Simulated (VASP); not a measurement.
# CoO (R3m) in VASP: a series of runs

The runs below take CoO through optical spectrum, phonons, equation of state, with PBEsol, BEEF-vdW, PW91.

Everything below comes from runs of VASP 6.6.1. Logs are shortened: lines on timing, memory, paths and dates and some standing lists are left out, and cuts for length are marked.

## Step 1: Starting point

It takes space group R3m (No. 160, trigonal). Conventional cell: a = 3.204 Å, b = 3.204 Å, c = 7.699 Å, α = 90.00°, β = 90.00°, γ = 120.00°. Co (site symmetry 3m) has 4 O at 1.91 to 1.96 Å as nearest neighbours. O (site symmetry 3m) has 4 Co at 1.91 to 1.96 Å as nearest neighbours.

Measurements of this composition are mostly on another form, of space group No. 225.

## Step 2: Optical spectrum, PBEsol, collinear spin, ferromagnetic start

INCAR

```
SYSTEM = CoO
  ALGO = Normal
  CSHIFT = 0.1
  EDIFF = 1E-7
  ENCUT = 520
  GGA = PS
  ISIF = 2
  ISMEAR = -5
  ISPIN = 2
  LASPH = .TRUE.
  LCHARG = .FALSE.
  LMAXMIX = 4
  LOPTICS = .TRUE.
  LORBIT = 11
  LREAL = .FALSE.
  LWAVE = .FALSE.
  MAGMOM = 2 0
  NBANDS = 40
  NEDOS = 1000
  NELM = 120
  PREC = Accurate
  SIGMA = 0.05
```

KPOINTS

```
k-points
0
G
  10 10 10
  0 0 0
```

POSCAR

```
CoO
1.0
    1.6022198417      0.9250420569      2.5664708903
   -1.6022198417      0.9250420569      2.5664708903
    0.0000000000     -1.8500841138      2.5664708903
Co O
1 1
Cartesian
    0.0000000000      0.0000000000      7.6915463350
    0.0000000000      0.0000000000      5.7824208345
```

Potentials or basis: VASP PAW PBE potentials, release 64 (Co, O).

Started as:

```
cat potpaw_PBE.64/Co/POTCAR potpaw_PBE.64/O/POTCAR > POTCAR
mpirun -np 1 vasp_std > vasp.out
```

OUTCAR:

```text
SYSTEM = CoO
   EDIFF = 1E-7
   ENCUT = 520
   GGA = PS
   ISIF = 2
   ISMEAR = -5
   ISPIN = 2
   LASPH = .TRUE.
   LORBIT = 11
   LREAL = .FALSE.
   NELM = 120
   PREC = Accurate

 ion  position               nearest neighbor table
   1  0.999  0.999  0.999-   2 1.91   2 1.96   2 1.96   2 1.96
   2  0.751  0.751  0.751-   1 1.91   1 1.96   1 1.96   1 1.96

  LATTYP: Found a trigonal (rhomboedric) cell.
 ALAT       =     3.1637926700
 COS(alpha) =     0.4870699110

  Lattice vectors:

 A1 = (   1.6022198417,   0.9250420569,   2.5664708903)
 A2 = (  -1.6022198417,   0.9250420569,   2.5664708903)
 A3 = (   0.0000000000,  -1.8500841138,   2.5664708903)

Analysis of symmetry for initial positions (statically):
=====================================================================
 Subroutine PRICEL returns:
 Original cell was already a primitive cell.

 Routine SETGRP: Setting up the symmetry group for a
 trigonal (rhombohedral) supercell.

 Subroutine GETGRP returns: Found  6 space group operations
 (whereof  6 operations were pure point group operations)
 out of a pool of 12 trial point group operations.

The static configuration has the point symmetry C_3v.

Analysis of symmetry for dynamics (positions and initial velocities):
=====================================================================
 Subroutine PRICEL returns:
 Original cell was already a primitive cell.

 Routine SETGRP: Setting up the symmetry group for a
 trigonal (rhombohedral) supercell.

 Subroutine GETGRP returns: Found  6 space group operations
 (whereof  6 operations were pure point group operations)
 out of a pool of 12 trial point group operations.

The dynamic configuration has the point symmetry C_3v.

Analysis of structural, dynamic, and magnetic symmetry:
=====================================================================
 Subroutine PRICEL returns:
 Original cell was already a primitive cell.

 Routine SETGRP: Setting up the symmetry group for a
 trigonal (rhombohedral) supercell.

 Subroutine GETGRP returns: Found  6 space group operations
 (whereof  6 operations were pure point group operations)
 out of a pool of 12 trial point group operations.

The overall configuration has the point symmetry C_3v.

 Subroutine INISYM returns: Found  6 space group operations
 (whereof  6 operations are pure point group operations),
 and found     1 'primitive' translations

----------------------------------------------------------------------------------------

                                     Primitive cell

  volume of cell :      22.8229

  direct lattice vectors                    reciprocal lattice vectors
     1.602219842  0.925042057  2.566470890     0.312067038  0.180171988  0.129880037
    -1.602219842  0.925042057  2.566470890    -0.312067038  0.180171988  0.129880037
     0.000000000 -1.850084114  2.566470890     0.000000000 -0.360343977  0.129880037

  length of vectors
     3.163792670  3.163792670  3.163792670     0.383036037  0.383036037  0.383036037

  position of ions in fractional coordinates (direct lattice)
     0.998978320  0.998978320  0.998978320
     0.751021030  0.751021030  0.751021030

  ion indices of the primitive-cell ions
   primitive index   ion index
                 1           1
                 2           2

----------------------------------------------------------------------------------------

 KPOINTS: k-points

Automatic generation of k-mesh.
 Grid dimensions read from file:
 generate k-points for:   10   10   10

 Generating k-lattice:

  Cartesian coordinates                     Fractional coordinates (reciprocal lattice)
     0.031206704  0.018017199  0.012988004     0.100000000  0.000000000  0.000000000
    -0.031206704  0.018017199  0.012988004     0.000000000  0.100000000  0.000000000
     0.000000000 -0.036034398  0.012988004     0.000000000  0.000000000  0.100000000

  Length of vectors
     0.038303604  0.038303604  0.038303604

  Shift w.r.t. Gamma in fractional coordinates (k-lattice)
     0.000000000  0.000000000  0.000000000

 TETIRR: Found    500 inequivalent tetrahedra from     6000

 Subroutine IBZKPT returns following result:
 ===========================================

 Found    116 irreducible k-points:

 Following reciprocal coordinates:
            Coordinates               Weight
  0.000000  0.000000  0.000000      1.000000
  0.100000  0.000000 -0.000000      6.000000
  0.200000  0.000000 -0.000000      6.000000
  0.300000  0.000000  0.000000      6.000000
  0.400000 -0.000000 -0.000000      6.000000
  0.500000  0.000000 -0.000000      3.000000
[... 16 lines left out ...]
  0.300000  0.300000  0.000000      6.000000
  0.400000  0.300000  0.000000     12.000000
 [... further k-points ...]
   k-points           NKPTS =    116   k-points in BZ     NKDIM =    116   number of bands    NBANDS=     40
   number of dos      NEDOS =   1000   number of ions     NIONS =      2
   total plane-waves  NPLWV =  13824
   dimension x,y,z NGX =    24 NGY =   24 NGZ =   24
   dimension x,y,z NGXF=    48 NGYF=   48 NGZF=   48
   ions per type =               1   1
   NGX,Y,Z   is equivalent  to a cutoff of  12.61, 12.61, 12.61 a.u.
   NGXF,Y,Z  is equivalent  to a cutoff of  25.22, 25.22, 25.22 a.u.
 SYSTEM =  CoO
   PREC   = accura    normal or accurate (medium, high low for compatibility)
   ISTART =      0    job   : 0-new  1-cont  2-samecut
   ICHARG =      2    charge: 1-file 2-atom 10-const
   ISPIN  =      2    spin polarized calculation?
   LNONCOLLINEAR =      F non collinear calculations
   LSORBIT =      F    spin-orbit coupling
   LASPH  =      T    aspherical Exc in radial PAW
   ENCUT  =  520.0 eV  38.22 Ry    6.18 a.u.   5.88  5.88  5.88*2*pi/ulx,y,z
   NELM   =    120;   NELMIN=  2; NELMDL= -5     # of ELM steps
   EDIFF  = 0.1E-06   stopping-criterion for ELM
   LREAL  =      F    real-space projection
   EDIFFG = 0.1E-05   stopping-criterion for IOM
   NSW    =      0    number of steps for IOM
   IBRION =     -1    ionic relax: 0-MD 1-quasi-New 2-CG
   NFREE  =      0    steps in history (QN), initial steepest desc. (CG)
   ISIF   =      2    stress and relaxation
   ISYM   =      2    0-nonsym 1-usesym 2-fastsym
   POTIM  = 0.5000    time-step for ionic-motion
   TEBEG  =    0.0;   TEEND  =   0.0 temperature during run
   PSTRESS=    0.0 pullay stress
   NELECT =      15.0000    total number of electrons
   NUPDOWN=      -1.0000    fix difference up-down
   EMIN   =  10.00;   EMAX   =-10.00  energy-range for DOS
   EFERMI =   0.00;   METHOD = LEGACY
   ISMEAR =    -5;   SIGMA  =   0.05  broadening in eV -4-tet -1-fermi 0-gaus
   EFERMI_NEDOS =   21; number of points for ismear=-14 and -15
   IALGO  =     38    algorithm
   IMIX   =      4    mixing-type and parameters
     AMIX     =   0.40;   BMIX     =  1.00
     AMIX_MAG =   1.60;   BMIX_MAG =  1.00
  volume/ion in A,a.u.               =      11.41        77.01
  Fermi-wavevector in a.u.,A,eV,Ry     =   1.423360  2.689761 27.564786  2.025955
  Thomas-Fermi vector in A             =   2.543966
   LORBIT       =     11    0 simple, 1 ext, 2 COOP (PROOUT), +10 PAW based schemes
   GGA     = PS    functional components
   LHFCALC =     F    Hartree Fock is set to
   AEXX    =    0.0000 exact exchange contribution
   IVDW    =     0    specifies the selected vdW correction
   LEPSILON=     F    determine dielectric tensor
   LRPA    =     F    only Hartree local field effects (RPA)
 spin polarized calculation
 Fermi weights with tetrahedron method with Bloechl corrections
  energy-cutoff  :      520.00
  volume of cell :       22.82
 maximum number of plane-waves:       628
   NGX = 11   NGY = 11   NGZ = 11

 number of electron      15.0000010 magnetization       2.8650793

 Free energy of the ion-electron system (eV)
  ---------------------------------------------------
  ext. energy  EPLUGINS =         0.00000000
  ---------------------------------------------------
  free energy    TOTEN  =       -14.21540579 eV

  energy without entropy =      -14.21540579  energy(sigma->0) =      -14.21540579

 E-fermi :   5.9063     XC(G=0): -11.4916

 val. band max:        5.9373784933   @ k =   0.0000   0.0000   0.0000
 cond. band min:       5.8945392659   @ k =   0.5000   0.5000   0.5000
 fundamental gap:     -0.0428392273
 Fermi energy:         5.9063203255

 spin component 1

 k-point     1 :       0.0000    0.0000    0.0000
  band No.  band energies     occupation
      1     -14.1138      1.00000
      2      -0.3764      1.00000
      3      -0.3206      1.00000
      4      -0.3206      1.00000
      5       3.5292      1.00000
      6       3.5292      1.00000
[... 11 lines left out ...]
     18      28.5113      0.00000
     19      28.5113      0.00000
[... 485 lines left out ...]
 k-point    24 :       0.4000    0.3000    0.0000
  band No.  band energies     occupation
      1     -13.4434      1.00000
      2      -1.2439      1.00000
      3       0.2558      1.00000
      4       0.2732      1.00000
      5       2.8554      1.00000
      6       3.7537      1.00000
[... 11 lines left out ...]
     18      34.3383      0.00000
     19      34.6845      0.00000

 [... further k-points ...]

 spin component 2

 k-point     1 :       0.0000    0.0000    0.0000
  band No.  band energies     occupation
      1     -13.5254      1.00000
      2       0.8520      1.00000
      3       0.9307      1.00000
      4       0.9307      1.00000
      5       5.4385      1.00000
      6       5.4385      1.00000
[... 11 lines left out ...]
     18      29.0022      0.00000
     19      29.0022      0.00000
[... 485 lines left out ...]
 k-point    24 :       0.4000    0.3000    0.0000
  band No.  band energies     occupation
      1     -12.8154      1.00000
      2      -0.5069      1.00000
      3       1.2085      1.00000
      4       1.2476      1.00000
      5       4.9365      1.00000
      6       5.7375      1.00000
[... 11 lines left out ...]
     18      34.8601      0.00000
     19      35.1940      0.00000

 [... further k-points ...]

 [bands above 19 left out]

------------------------ aborting loop because EDIFF is reached ----------------------------------------

  FORCE on cell =-STRESS in cart. coord.  units (eV):
  Direction    XX          YY          ZZ          XY          YZ          ZX
  --------------------------------------------------------------------------------------
  -------------------------------------------------------------------------------------
  Total       -1.2680540     -1.2680540     -0.5469873      0.0000000      0.0000000      0.0000000
  in kB      -89.0178627    -89.0178627    -38.3987085      0.0000000      0.0000000      0.0000000
  external PRESSURE =     -72.1448113 kB  Pullay stress =       0.0000000 kB

 VOLUME and BASIS-vectors are now :
 -----------------------------------------------------------------------------
  energy-cutoff  :      520.00
  volume of cell :       22.82
      direct lattice vectors                 reciprocal lattice vectors
     1.602219842  0.925042057  2.566470890     0.312067038  0.180171988  0.129880037
    -1.602219842  0.925042057  2.566470890    -0.312067038  0.180171988  0.129880037
     0.000000000 -1.850084114  2.566470890     0.000000000 -0.360343977  0.129880037

 POSITION                                       TOTAL-FORCE (eV/Angst)
 -----------------------------------------------------------------------------------
      0.00000      0.00000      7.69155         0.000000      0.000000      0.225719
      0.00000      0.00000      5.78242         0.000000     -0.000000     -0.225719
 -----------------------------------------------------------------------------------
    total drift:                                0.000000      0.000000     -0.000048

  FREE ENERGIE OF THE ION-ELECTRON SYSTEM (eV)
  ---------------------------------------------------
  free  energy   TOTEN  =       -14.2154057876 eV

  energy  without entropy=      -14.2154057876  energy(sigma->0) =      -14.21540579

 total charge

# of ion       s       p       d       tot
------------------------------------------
    1        0.349   0.456   7.198   8.003
    2        1.547   3.420   0.000   4.966
--------------------------------------------------
tot          1.896   3.876   7.198  12.970

 magnetization (x)

# of ion       s       p       d       tot
------------------------------------------
    1        0.019   0.052   2.376   2.447
    2        0.022   0.308   0.000   0.330
--------------------------------------------------
tot          0.041   0.360   2.376   2.777
```

Wall time 7.6 min (1 thread of AMD EPYC 7R43 (Zen 3), shared host); peak memory 0.22 GiB.

What came out:

| Property | Result |
| --- | --- |
| Free energy | -14.2154 eV |
| Pressure | -7.2 GPa |
| Largest force | 0.226 eV/Å |
| Band gap on the k mesh | none (metal or under the smearing width) |
| Net moment | 2.87 μB per cell |
| Site moments | Co +2.45; O +0.33 μB |
| Valence electrons inside the program's atomic spheres | Co 8.00; O 4.97 |

Forces on the atoms (eV/Å):
```
Co   0.000  0.000  0.226
O    0.000  0.000 -0.226
```

Stress tensor (GPa, compression positive):
```
-8.90  0.00  0.00
 0.00 -8.90  0.00
 0.00  0.00 -3.84
```

Levels at points of the mesh, in eV from the Fermi level:
Spin up:
```csv
k point,band 7,band 8,band 9,band 10,band 11,band 12
"(0.00, 0.00, 0.00)",0.03,0.21,0.21,0.37,13.84,13.84
"(0.50, 0.00, 0.00)",-2.30,-0.59,-0.53,5.57,6.82,13.39
"(0.50, 0.50, 0.00)",-1.90,-1.75,-1.67,5.07,9.81,10.91
"(0.50, 0.50, 0.50)",-2.32,-0.71,-0.71,5.54,7.14,13.29
```
Spin down:
```tsv
k point	band 2	band 3	band 4	band 5	band 6	band 7	band 8	band 9	band 10	band 11
(0.00, 0.00, 0.00)	-5.05	-4.98	-4.98	-0.47	-0.47	0.54	2.51	2.51	2.61	14.33
(0.50, 0.00, 0.00)	-6.55	-4.80	-4.77	-0.27	-0.25	0.14	1.66	1.69	6.06	7.59
(0.50, 0.50, 0.00)	-6.59	-4.51	-4.47	-0.95	-0.08	0.06	0.78	0.86	6.07	10.52
(0.50, 0.50, 0.50)	-6.52	-4.72	-4.72	-0.23	-0.23	-0.01	1.53	1.53	6.01	7.94
```

Caveat: the PAW data sets were made with another functional, which shifts forces and pressure a little; a cell with one magnetic atom can't hold antiferromagnetic order, which such compounds often take; semilocal functionals often make such compounds metallic where correlation or magnetic order opens a gap, which also shifts bond lengths; tetrahedron occupations give inexact forces and stress in metals. With open d or f shells a metallic result of PBEsol can be an artefact of self-interaction; +U or a hybrid may open a gap.

(Part 1 of 3 ends here.)
